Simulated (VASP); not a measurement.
Write the native input for VASP 6.6.1 that does the following.

* Task: single point
* Functional: PBE
* Potentials or basis: VASP PAW PBE potentials, release 64 (W_sv, S)
* Cutoff: 520 eV
* k mesh: 12 × 12 × 2
* Occupations: gaussian, width 0.02 eV
* Spin: no spin polarisation
* Dipole correction: no
* Further INCAR settings: ALGO = Fast; EDIFF = 1e-07; NBANDS = 20

The structure of WS2 lies in POSCAR:

```
WS2
1.0
    3.3026117020      0.0000000000      0.0000000000
   -1.6513058510      2.8601456327      0.0000000000
    0.0000000000      0.0000000000     17.3304403405
W S
1 2
Direct
    0.3333333300      0.6666666700      0.0000000000
    0.6666666700      0.3333333300      0.9260629578
    0.6666666700      0.3333333300      0.0739370422
```

The cell isn't the ideal one: strained and moved within the space group.

The input as run:

INCAR

```
SYSTEM = WS2
  PREC = Accurate
  ENCUT = 520
  EDIFF = 1E-7
  ISMEAR = 0
  SIGMA = 0.02
  LREAL = .False.
  LASPH = .True.
  NELM = 100
  ALGO = Fast
  ISIF = 2
  LWAVE = .False.
  LCHARG = .True.
  GGA = PE
  LELF = .True.
  LVHAR = .True.
  NBANDS = 20
```

KPOINTS

```
Automatic mesh
0
Gamma
  12 12 2
  0 0 0
```

Potentials or basis: VASP PAW PBE potentials, release 64 (W_sv, S).

Command:

```sh
$ cat potpaw_PBE.64/W_sv/POTCAR potpaw_PBE.64/S/POTCAR > POTCAR
$ mpirun -np 1 vasp_std > vasp.out
```

It gave:

```json
{
  "Largest force": "6.143 eV/Å",
  "Band gap on the k mesh": "none (metal or under the smearing width)"
}
```

Wall time 3 min on 1 thread of AMD EPYC 9R45 (Zen 5), with other jobs on the host, peak memory 0.34 GiB.
